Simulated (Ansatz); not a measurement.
## Two Ansatz runs on Li

The structure comes from a relaxation in the same program, started in the hcp type. Whether it is a known phase or the ground state wasn't checked. The listed cell was then made from it by scaling, straining or moving an atom.

First run: DFT, PBE, all-electron LAPW, scalar-relativistic (Ansatz 0.2.0).

Command: `ansatz run input.yaml --threads 1 --pin off --max-ram 2048MiB --backend cpu --events-out ev --progress --plain --runs-dir out` The run took 27 s on 1 thread of Arm Neoverse V1 (shared host).

```yaml
crystal:
  lattice:
    - [3.0544211484, -0.0152721057, -0.0152721057]
    - [-1.5404366058, 2.6528423613, -0.0055899787]
    - [-0.024976007, -0.024976007, 4.9952014055]
  atoms:
    - { symbol: Li, position: [0.3333333333, 0.6666666667, 0.25] }
    - { symbol: Li, position: [0.6666666667, 0.3333333333, 0.75] }
kpoints:
  mp_grid: { grid: [16, 16, 9] }
scf:
  occupations: { method: fermi_dirac, width: 0.05 }
hamiltonian:
  xc: pbe
  pseudopotentials: { kind: all_electron, lapw: { basis_error: 0.00025 } }
output:
  forces: true
  stress: true
  eigenvalues: true
```

Result: converged; pressure 0.03 GPa; largest force 0.005 eV/Å; no gap on the k mesh; 4 SCF iterations.

The input is then changed:

```diff
@@ -18,3 +18,5 @@
   stress: true
   eigenvalues: true
+magnetization:
+  spin_polarized: true
```

(1) Predict the outcome of the changed run.

Results:

(1) It converged; pressure 0.03 GPa; largest force 0.005 eV/Å; moment 0.00 μB; 8 SCF iterations.
